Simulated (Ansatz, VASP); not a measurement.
## Two plane-wave programs on LiCl

```
CELL_PARAMETERS angstrom
2.02055 1.16657 7.12207
-2.02055 1.16657 7.12207
0.00000 -2.33313 7.12207
ATOMIC_POSITIONS crystal
Li 0.88320 0.88320 0.88320
Li 0.11680 0.11680 0.11680
Cl 0.23295 0.23295 0.23295
Cl 0.76705 0.76705 0.76705
```

Change from the starting cell: ordered vacancies on the cation sites of antifluorite (R-3m, No. 166).

Alike in both runs: functional PBE; k mesh 6 × 6 × 6; occupations gaussian, width 0.02 eV; no spin polarisation.

Ansatz relaxed the structure, and its values are those at the end. VASP's run is a single point on that final structure, the one shown.

|  | VASP | Ansatz |
| --- | --- | --- |
| version | VASP 6.6.1 | Ansatz 0.2.0 |
| potentials or method | VASP PAW PBE potentials, release 64 (Li_sv, Cl) | scalar-relativistic, plane waves, PAW |
| plane-wave cutoff (eV) | 520 | 420 |
| valence electrons in the cell | 20 | 20 |

|  | VASP | Ansatz | Ansatz less VASP |
| --- | --- | --- | --- |
| gap on the k mesh at the Fermi level (eV) | 5.76 | 5.75 | -0.005 |
| least direct gap on the mesh (eV) | 5.78 | 5.78 | -0.004 |

 A k mesh can miss the band edges.
